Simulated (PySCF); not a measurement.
Trends in electronic spectra. Theory: TDDFT wB97X-D/def2-SVPD, vertical, gas phase, core orbitals frozen in the response (PySCF 2.14.0, density-fitted response routines). Geometries: GFN2-xTB; one conformer of each isolated species. Triplets are in the Tamm–Dancoff approximation. 'Strongest' means the level of largest summed f among the lowest 8 singlets; it needn't be the same kind of state in each.

Question: Rank by computed lowest singlet excitation energy, lowest first.
A. `C=C1C=CC(=O)C=C1`
B. `CCC(C)(F)CC`
C. `CSC1=PC=CC=P1`
D. `O=Cc1ccccc1`

Answer: A (3.29 eV), C (3.64 eV), D (3.88 eV), B (8.99 eV).

```tsv
SMILES	S1 (eV)	T1 (eV)	HOMO (eV)	LUMO (eV)	f (strongest)	f (S1)	S1 mainly
C=C1C=CC(=O)C=C1	3.29	2.39	-9.00	-1.12	0.63	0.000	H-1→L (92%)
CSc1pcccp1	3.64	2.97	-8.42	-0.57	0.15	0.000	H→L+1 (95%)
O=Cc1ccccc1	3.88	3.40	-9.56	-0.25	0.47	0.000	H-1→L (89%)
CCC(C)(F)CC	8.99	8.89	-10.63	2.29	0.07	0.009	H→L (91%)
```

H and L stand for HOMO and LUMO.

- `C=C1C=CC(=O)C=C1`: Löwdin shares by element: HOMO carbon 48% or more, oxygen 17% (atoms not listed hold the other 35%); LUMO carbon 46% or more, oxygen 15% (atoms not listed hold the other 39%).
- `CSc1pcccp1`: Löwdin shares by element: HOMO sulfur 67%, carbon 19% or more; LUMO phosphorus 41%, carbon 36% or more (atoms not listed hold the other 22%).
- `O=Cc1ccccc1`: Löwdin shares by element: HOMO (one of a set within 0.03 eV) carbon 73% or more (atoms not listed hold the other 27%); LUMO carbon 46% or more, oxygen 19% (atoms not listed hold the other 35%).
- `CCC(C)(F)CC`: Löwdin shares by element: HOMO carbon 50% or more, fluorine 17% (atoms not listed hold the other 32%); LUMO carbon 42% or more (atoms not listed hold the other 58%).
